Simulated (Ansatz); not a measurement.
Reactions of C₆H₁₃NO, SMILES `CCCC(=O)N(C)C`.

Computed with Ansatz on PBE0-D4/def2-TZVP structures; ΔE is electronic, products minus reactants. CBS: MP2 limit from def2 TZ/QZ plus the TZ coupled-cluster correction, frozen cores. This one scheme is used for every species, atoms too. No spin–orbit coupling; open shells (•) take unrestricted orbitals. Spin–orbit coupling would lower the free atoms: a little for C, O. Elements past krypton have def2 core potentials. Bonds to Sb are less sure, by a few kJ/mol each and by 10 to 20 or more in all where they break to atoms, as the def2 sets lack core-valence functions. Each species was taken in one conformer, which may not be the lowest.

| reaction | CCSD/CBS(def2) (kJ/mol) | HF/CBS(def2) (kJ/mol) |
| --- | --- | --- |
| `CCCC(=O)N(C)C` + CH₄ → `CCCC` + `CN(C)C=O` | 20 | 10 |
| `CCCC(=O)N(C)C` + `[CH3][SbH][OH]` → `CC[O][SbH][CH3]` + dimethylacetamide | 42 | 34 |
| `CCCC(=O)N(C)C` + H₂ → dimethylacetamide + ethane | -63 | -85 |
| `CCCC(=O)N(C)C` → 6 C• + 13 H• + N• + O• | 8379 | 6233 |
| `CCCC(=O)N(C)C` + `CCS` → `CCCSCC` + `CN(C)C=O` | 16 | 19 |
| `CCCC(=O)N(C)C` + H₂ → `CCCC=O` + dimethylamine | 20 | -5 |
| `CCCC(=O)N(C)C` + H₂ → `CN(C)C=O` + propane | -51 | -75 |
| `CCCC(=O)N(C)C` + CH₄ → dimethylacetamide + propane | 8 | 0 |
| `CCCC(=O)N(C)C` + CH₃OH → `CCCC(=O)OC` + dimethylamine | -1 | -19 |
| `CCCC(=O)N(C)C` + `CCCCCCCCO` → `CCCCCCCCCCO` + dimethylacetamide | -5 | 0 |

Give the CCSD(T)/CBS values in the same order. (Estimate.)

The calculation gave: 22, 42, -58, 8502, 14, 28, -45, 9, 2, -6 kJ/mol.

Largest T1 diagnostic: 0.014, for `CN(C)C=O`.
